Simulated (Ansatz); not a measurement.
# Black phosphorene monolayer in a perpendicular field

What dipole does a perpendicular field induce in the black phosphorene monolayer, and does the gap follow? A positive field points along +c.

Program: Ansatz 0.2.0. Level of theory: plane-wave DFT, PBE-D3(BJ), Ansatz PAW. Results are calculated unless marked as measured.

Report form: the programs' logs are mostly left out.

**1. The structure**

The cell holds 4 atoms: 4 P. Cell: a = 4.620 Å, b = 3.300 Å, c = 20.240 Å, α = 90.0°, β = 90.0°, γ = 90.0°. Vacuum lies along c.

**2. Relaxation**

The starting cell is a guess, so the in-plane lattice and the atoms are relaxed first, with the slab cut off from its images along the normal. The program lengthens the vector along the normal by itself, so c and the volume that it reports differ from the typed ones.

File input.yaml:

```yaml
crystal:
  lattice:
    - [4.62, 0.0, 0.0]
    - [0.0, 3.3, 0.0]
    - [0.0, 0.0, 20.24]
  atoms:
    - { symbol: P, position: [0.09, 0.0, 0.4446640316] }
    - { symbol: P, position: [0.41, 0.5, 0.4496047431] }
    - { symbol: P, position: [0.91, 0.0, 0.5553359684] }
    - { symbol: P, position: [0.59, 0.5, 0.5503952569] }
  periodic: [true, true, false]
kpoints:
  mp_grid: { grid: [8, 10, 1] }
hamiltonian:
  xc: pbe
  dispersion: d3bj
scf:
  occupations: { method: fermi_dirac, width: 0.05 }
  convergence: { dr2_threshold: 1.0e-09 }
relax:
  f_tol: 0.004
  max_steps: 90
  cell: {}
output:
  write_potential: true
  write_density: true
  volumetric_format: npy
```

On the command line:

```bash
$ ansatz run input.yaml --threads 2 --pin off --max-ram 3072MiB --backend cpu --events-out ev --progress --plain --runs-dir out
```

Run time: 2.7 min. Hardware: 2 threads of AMD EPYC 7R43, shared host; peak memory 0.66 GiB; 5.2 min of CPU time.

Step by step:

```csv
step,energy less that of the first step (eV),largest force component (eV/Å),volume (Å³)
1,0.0000,1.0899,431.16
2,-0.0385,0.4778,423.96
3,-0.1177,0.1314,421.20
4,-0.1243,0.0965,415.99
5,-0.1076,0.3109,415.71
6,-0.1268,0.0339,414.74
7,-0.1270,0.0102,414.01
8,-0.1271,0.0001,413.95
9*,-0.1268,0.0001,413.95
```

Relaxation steps marked * repeat the geometry before them on a plane-wave basis chosen anew for their cell, so energy and pressure can jump there. Relaxation step 5 was tried and not accepted.

The run keeps the 4 symmetry operations that it works with, so distortions that break them were not tested.

```
cell as run  before  after  change
      a (Å)   4.620  4.442  -3.9 %
      b (Å)   3.300  3.295  -0.1 %
```

The atoms that moved most (Å, along periodic axes as changes of fractional coordinates times the final cell, across vacuum about the mean position):

| atom | dx | dy | dz | length |
| --- | --- | --- | --- | --- |
| P1 | -0.033 | 0.000 | 0.059 | 0.067 |
| P3 | 0.033 | 0.000 | -0.059 | 0.067 |
| P2 | 0.033 | 0.000 | -0.041 | 0.053 |
| P4 | -0.033 | 0.000 | 0.041 | 0.053 |

Final coordinates:

```xyz
4
Lattice="4.4417 0.0000 0.0000 0.0000 3.2955 0.0000 0.0000 0.0000 28.2800" Properties=species:S:1:pos:R:3
P     0.3668    0.0000    9.0585
P     1.8541    1.6477    9.0585
P     4.0749    0.0000   11.1815
P     2.5877    1.6477   11.1815
```

The lattice constant a goes from 4.620 to 4.442 Å.

**3. Single point, field 0**

A sawtooth potential applies the field, turning back in the middle of the vacuum. With the dipole correction the typed value is the field outside the slab. The induced dipole is small, so the SCF threshold is tight.

The cell differs from the one that the last finished run ended in (c 28.280 → 20.123 Å).

File input.yaml:

```yaml
crystal:
  lattice:
    - [4.4417325633, 0.0, 0.0]
    - [0.0, 3.2954911764, 0.0]
    - [0.0, 0.0, 20.1229071008]
  atoms:
    - { symbol: P, position: [0.0825802332, 0.0, 0.4472515757] }
    - { symbol: P, position: [0.4174165276, 0.5, 0.4472514809] }
    - { symbol: P, position: [0.9174197668, 0.0, 0.5527484243] }
    - { symbol: P, position: [0.5825834724, 0.5, 0.5527485191] }
kpoints:
  mp_grid: { grid: [10, 14, 1] }
  band_path:
    path:
      - [0, 0, 0]
      - [0.5, 0, 0]
      - [0.5, 0.5, 0]
      - [0, 0, 0]
      - [0, 0.5, 0]
      - [0.5, 0.5, 0]
    npoints: 16
hamiltonian:
  xc: pbe
  dispersion: d3bj
scf:
  occupations: { method: fermi_dirac, width: 0.05 }
  convergence: { dr2_threshold: 1.0e-10 }
efield:
  axis: 3
  dipole_correction: true
  ramp_position: 0.97
  ramp_width: 0.06
  amplitude: 0
output:
  dos: { projected: true, e_range: [-6, 5] }
  bader: true
  write_potential: true
  write_density: true
  volumetric_format: npy
  elf: true
```

The job ended after 1.9 min (2 threads; peak memory 0.56 GiB).

This step gave:

* dipole along the normal: 1.14e-6 e·Å
* gap along the path: 0.7300 eV
* smallest direct gap along the path: 0.7315 eV
* ionisation energy, upper face: 4.921 eV
* electron affinity, upper face: 4.191 eV
* gap, the smaller of path and mesh: 0.7300 eV

Running mean over a fixed 2.5 Å (it still follows the layers) of the planar mean; the ramp of the sawtooth is left out. The electron's electrostatic potential energy less the Fermi level by z:

```
z (Å)  electron's electrostatic potential energy less the Fermi level (eV)
  3.0                                                                 4.54
  3.5                                                                 4.54
  4.0                                                                 4.54
  4.5                                                                 4.54
  5.0                                                                 4.54
  5.5                                                                 4.53
  6.0                                                                 4.50
  6.5                                                                 4.34
  7.0                                                                 3.66
  7.5                                                                 1.15
  8.0                                                                -2.72
  8.5                                                                -5.23
  9.0                                                                -6.23
  9.5                                                                -7.77
 10.0                                                                -9.25
 10.5                                                                -8.27
 11.0                                                                -6.49
 11.5                                                                -5.52
 12.0                                                                -3.54
 12.5                                                                0.226
 13.0                                                                 3.26
 13.5                                                                 4.25
 14.0                                                                 4.48
 14.5                                                                 4.53
 15.0                                                                 4.54
 15.5                                                                 4.54
 16.0                                                                 4.54
 16.5                                                                 4.54
 17.0                                                                 4.54
```

The density of states has structure finer than the step of the table below, so its rows give means over 0.2 eV, whole bins alone (the curve runs from -6 to 1.55 eV). Peaks (eV: height): -5.75: 2.49, -5.48: 4.39, -3.85: 4.08, -3.38: 4.17, -1.86: 3.62, -1.70: 4.41, 0.95: 2.93.

Density of states against energy, zero at the Fermi level of the run, which the smearing sets inside the gap; means over each step:

```
energy (eV)  density of states (states/eV a cell)
       -5.8                                  2.06
       -5.6                                  2.04
       -5.4                                  3.10
       -5.2                                  2.43
       -5.0                                  1.80
       -4.8                                  1.80
       -4.6                                  1.52
       -4.4                                  1.59
       -4.2                                  1.82
       -4.0                                  2.22
       -3.8                                  3.39
       -3.6                                  2.30
       -3.4                                  3.63
       -3.2                                  2.29
       -3.0                                  1.51
       -2.8                                  1.56
       -2.6                                 0.482
       -2.4                                  1.71
       -2.2                                  2.75
       -2.0                                  3.44
       -1.8                                  3.63
       -1.6                                  3.32
       -1.4                                  1.60
       -1.2                                  1.36
       -1.0                                  1.08
       -0.8                                 0.996
       -0.6                                 0.403
       -0.4                                 0.133
       -0.2                                     0
        0.0                                     0
        0.2                                     0
        0.4                                 0.116
        0.6                                 0.392
        0.8                                  1.32
        1.0                                  1.97
        1.2                                  1.57
        1.4                                  2.29
```

Projected DOS per atom over height of the atomic layer and energy from the Fermi level. Layers: P2 P2 from below.

Ten even steps from '0' (0.00 states/eV) to '9' (0.85 states/eV), each cell a mean:
```
55
44
22
00
00
00
11
33
44
99
99
44
33
55
99
88
55
44
55
66
77
55
```
Columns: height of the atomic layer (Å) from 9 to 11.1; rows upwards: energy from the Fermi level (eV) from -5.96 to 1.51.

The electronic bands at the labelled points (eV, zero at the Fermi level of the run, which the smearing sets inside the gap):

```csv
point,band 7,band 8,band 9,band 10,band 11,band 12,band 13,band 14
Γ,-3.85,-2.25,-2.16,-0.38,0.35,1.17,2.32,3.06
halfway,-3.60,-2.36,-1.85,-0.97,1.37,1.68,1.73,2.78
X,-2.96,-2.96,-1.43,-1.43,1.70,1.70,3.09,3.09
halfway,-3.29,-3.29,-1.87,-1.87,2.47,2.47,3.25,3.25
S,-5.24,-5.24,-1.68,-1.68,2.01,2.01,3.86,3.86
halfway,-3.89,-3.00,-2.04,-1.61,1.79,1.91,2.06,4.19
Γ,-3.85,-2.25,-2.16,-0.38,0.35,1.17,2.32,3.06
halfway,-4.43,-3.36,-2.08,-0.85,0.86,1.05,2.88,3.22
Y,-3.12,-3.12,-2.41,-2.41,0.90,0.90,1.56,1.56
halfway,-4.16,-4.16,-1.80,-1.80,1.39,1.39,2.67,2.67
S,-5.24,-5.24,-1.68,-1.68,2.01,2.01,3.86,3.86
```

Electrostatic potential energy in the ca plane at fractional y = 0.000, with atoms of P within 0.2 Å of it. With pseudopotentials it is smooth inside the atoms' cores, unlike the true potential.

Values in eV, 7 rows by 16 columns, each cell a mean:
```
  3   3   3   3   3   3   3   3 -10 -18 -27 -46  -4   3   3   3
  3   3   3   3   3   3   3   3   1   0 -12 -27  -1   3   3   3
  3   3   3   3   3   3   3   3   2   1  -1  -2   1   3   3   3
  3   3   3   3   3   3   3   3   1   0   1   1   2   3   3   3
  3   3   3   3   3   3   3   2  -3  -5   1   2   3   3   3   3
  3   3   3   3   3   3   3   2 -23 -34  -3  -2   3   3   3   3
  3   3   3   3   3   3   3   2 -30 -42 -17 -31   0   3   3   3
```
Columns run along c (16.0 Å, from fractional 0.01 to 0.80 of the cell; values clipped at the 3rd and 97th percentile), rows up along a (4.4 Å). Atoms in or near the plane, at fractional coordinates: P at (0.45, 0.08), P at (0.55, 0.92).

ELF in the ca plane at fractional y = 0.000, with atoms of P within 0.2 Å of it. It is the smooth field of the valence electrons, not physical close to the nuclei.

Ten even steps from '0' (0.00) to '9' (0.97), each cell a mean:
```
00000000000000000014799997888500799752000000
00000000000000000001479998666400587520000000
00000000000000000000024554235544553200000000
00000000000000000000000000013555321000000000
00000000000000000000000000001232100000000000
00000000000000000000000000000111000000000000
00000000000000000000000112100000000000000000
00000000000000000000001234420000000000000000
00000000000000000000123455542112210000000000
00000000000000000001357622465467875210000000
00000000000000000013689600377889999731000000
00000000000000000025899931699846999852000000
```
Columns run along c (16.0 Å, from fractional 0.01 to 0.80 of the cell), rows up along a (4.4 Å). Atoms in or near the plane, at fractional coordinates: P at (0.45, 0.08), P at (0.55, 0.92).

Valence density in the ca plane at fractional y = 0.000, with atoms of P within 0.2 Å of it. It is the smooth field of the valence electrons, not physical close to the nuclei.

Ten even steps from '0' (0.00 e/Å³) to '9' (0.78 e/Å³), each cell a mean:
```
00000000000000000000013798889822862000000000
00000000000000000000001344446733751000000000
00000000000000000000000111124677631000000000
00000000000000000000000000012355310000000000
00000000000000000000000000001222100000000000
00000000000000000000000011000111100000000000
00000000000000000000000111110000000000000000
00000000000000000000001233311000000000000000
00000000000000000000002467531111000000000000
00000000000000000000014666753233210000000000
00000000000000000000015721686677531000000000
00000000000000000000016954899977952000000000
```
Columns run along c (16.0 Å, from fractional 0.01 to 0.80 of the cell), rows up along a (4.4 Å). Atoms in or near the plane, at fractional coordinates: P at (0.45, 0.08), P at (0.55, 0.92).

The gap is 0.73 eV, with the valence edge 4.92 eV and the conduction edge 4.19 eV under the upper vacuum level.

**4. Atoms held, field 0.03 V/Å**

input.yaml, as its differences from that of step 3:

```diff
@@ -32,6 +32,4 @@
   ramp_width: 0.06
-  amplitude: 0
+  amplitude: 0.03
 output:
-  dos: { projected: true, e_range: [-6, 5] }
-  bader: true
   write_potential: true
@@ -39,2 +37 @@
   volumetric_format: npy
-  elf: true
```

It took 24 s on 2 threads; peak memory 0.54 GiB.

The dipole is 0.0111 e·Å, and the gap 0.730 eV.

**5. Atoms held, field -0.03 V/Å**

input.yaml, as its differences from that of step 4:

```diff
@@ -32,3 +32,3 @@
   ramp_width: 0.06
-  amplitude: 0.03
+  amplitude: -0.03
 output:
```

Elapsed: 50 s, on 2 threads; peak memory 0.57 GiB.

The dipole is -0.0111 e·Å, and the gap 0.730 eV.

**6. Single point, field 0.15 V/Å**

input.yaml, as its differences from that of step 5:

```diff
@@ -32,3 +32,3 @@
   ramp_width: 0.06
-  amplitude: -0.03
+  amplitude: 0.15
 output:
```

Run time: 47 s. Hardware: 2 threads; peak memory 0.56 GiB; 89 s of CPU time.

The dipole is 0.0557 e·Å, and the gap 0.729 eV.

**7. Single point, field 0.25 V/Å**

input.yaml, as its differences from that of step 6:

```diff
@@ -32,3 +32,3 @@
   ramp_width: 0.06
-  amplitude: 0.15
+  amplitude: 0.25
 output:
```

Wall time 49 s (2 threads); peak memory 0.56 GiB.

The dipole is 0.0928 e·Å, and the gap 0.728 eV.

**8. Atoms held, field -0.25 V/Å**

input.yaml, as its differences from that of step 7:

```diff
@@ -32,4 +32,6 @@
   ramp_width: 0.06
-  amplitude: 0.25
+  amplitude: -0.25
 output:
+  dos: { projected: true, e_range: [-6, 5] }
+  bader: true
   write_potential: true
@@ -37 +39,2 @@
   volumetric_format: npy
+  elf: true
```

It took 2 min on 2 threads; peak memory 0.57 GiB.

The dipole is -0.0928 e·Å, and the gap 0.728 eV.

**9. Response, atoms held**

This step: plane-wave DFT, PBE-D3(BJ), Ansatz PAW; response to a field along the normal, atoms held (Ansatz 0.2.0).

The dipoles give the slope, and the difference of two potentials shows where the field is screened.

This step gave:

```yaml
equivalent_conductor_thickness_p_eps_0ae: 4.587 Å
distance_between_the_outer_atoms: 2.123 Å
```

Table of dipole of the cell by applied field:

```
applied field (V/Å)  dipole of the cell (e·Å)
             -0.250                   -0.0928
             -0.030                   -0.0111
              0.000                    1.1e-6
              0.030                    0.0111
              0.150                    0.0557
              0.250                    0.0928
```

Local field over the applied field, running mean. From the potentials at -0.03 and 0.03 V/Å; running mean over 2.5 Å. Table of local field over applied field by z:

```
z (Å)  local field over applied field
 4.02                           1.000
 4.47                           0.999
 4.92                           0.996
 5.22                           0.992
 5.66                           0.980
 6.11                           0.949
 6.56                           0.882
 7.01                           0.761
 7.30                           0.655
 7.75                           0.490
 8.20                           0.340
 8.65                           0.203
 9.09                          0.0979
 9.39                          0.0633
 9.84                          0.0575
10.29                          0.0574
10.73                          0.0632
11.03                          0.0979
11.48                           0.203
11.92                           0.340
12.37                           0.490
12.82                           0.655
13.12                           0.761
13.56                           0.882
14.01                           0.949
14.46                           0.980
14.91                           0.992
15.20                           0.996
15.65                           0.999
16.10                           1.000
```

Electrons, planar mean, per unit field. The induced electron density by z:

```
z (Å)  induced electron density (e/Å³ per V/Å)
 4.02                                   2.0e-6
 4.32                                   4.0e-6
 4.62                                   8.1e-6
 5.07                                   2.3e-5
 5.37                                   4.6e-5
 5.66                                   9.1e-5
 5.96                                   1.7e-4
 6.26                                   3.3e-4
 6.71                                   8.0e-4
 7.01                                  0.00139
 7.30                                  0.00229
 7.60                                  0.00339
 7.90                                  0.00413
 8.20                                  0.00361
 8.65                                   2.8e-4
 8.94                                  -9.5e-4
 9.24                                  -1.6e-4
 9.54                                   9.0e-4
 9.84                                   6.9e-4
10.29                                  -6.9e-4
10.58                                  -9.0e-4
10.88                                   1.6e-4
11.18                                   9.5e-4
11.48                                  -2.8e-4
11.92                                 -0.00361
12.22                                 -0.00414
12.52                                 -0.00339
12.82                                 -0.00229
13.12                                 -0.00139
13.42                                  -8.0e-4
13.86                                  -3.3e-4
14.16                                  -1.7e-4
14.46                                  -9.1e-5
14.76                                  -4.6e-5
15.05                                  -2.3e-5
15.50                                  -8.1e-6
15.80                                  -4.0e-6
16.10                                  -2.0e-6
```

The smaller of the gaps on the path and on the k-mesh, counted as 0 under 0.03 eV. The gap by applied field:

| applied field (V/Å) | gap (eV) |
| --- | --- |
| -0.250 | 0.728 |
| -0.030 | 0.73 |
| 0.000 | 0.73 |
| 0.030 | 0.73 |
| 0.150 | 0.729 |
| 0.250 | 0.728 |

By hand: between -0.03 and 0.03 V/Å the dipole changes by 0.02227 e·Å, a slope of 0.3711 e·Å²/V. A perfect conductor of thickness t has p = ε₀AEt, so t = 180.95 × 0.3711 / 14.638 = 4.59 Å (e/ε₀ = 180.95 V·Å, A in Å²).

The induced dipole is that of a conductor 4.59 Å thick.

**10. Relaxing in the field, field 0.1 V/Å**

This step: plane-wave DFT, PBE-D3(BJ), Ansatz PAW (Ansatz 0.2.0).

Now the atoms may follow the field. A weak field makes forces of meV/Å to tens of meV/Å, so the force tolerance is set well below the usual one.

input.yaml, the sections that differ from step 8:

```yaml
kpoints:
  mp_grid: { grid: [8, 10, 1] }
efield:
  axis: 3
  dipole_correction: true
  ramp_position: 0.97
  ramp_width: 0.06
  amplitude: 0.1
relax:
  f_tol: 0.001
  max_steps: 60
output:
  write_potential: true
  write_density: true
  volumetric_format: npy
# crystal, hamiltonian, scf: as in step 8
```

The job ended after 31 s (2 threads; peak memory 0.47 GiB; 55 s of CPU time).

Hardly anything moved in the relaxation; the energy changed by under 0.2 meV an atom.

This step gave:

```
dipole along the normal : 0.03711 e·Å
```

The relaxation took 2 steps and lowered the energy by 1.8e-7 eV; the largest force on the free atoms ends at 4.2e-4 eV/Å.

The dipole is 0.0371 e·Å, and the gap on the mesh 0.731 eV.

(Part 1 of 2 ends here.)

[Logs are printed without paths, hosts, clocks, repeated set-up lines and the standing remarks that a program may print on its own settings, such as how far it seeks lower states.]

[Hosts, paths, dates, database ids (printed as entryN), source tags and the programs' standing remarks are cut or masked in the printed files.]

[Maps of the electrostatic potential energy from Ansatz leave out the sawtooth potential of an applied field or a dipole correction, so their vacuum need not be flat; planar profiles and work functions include it.]
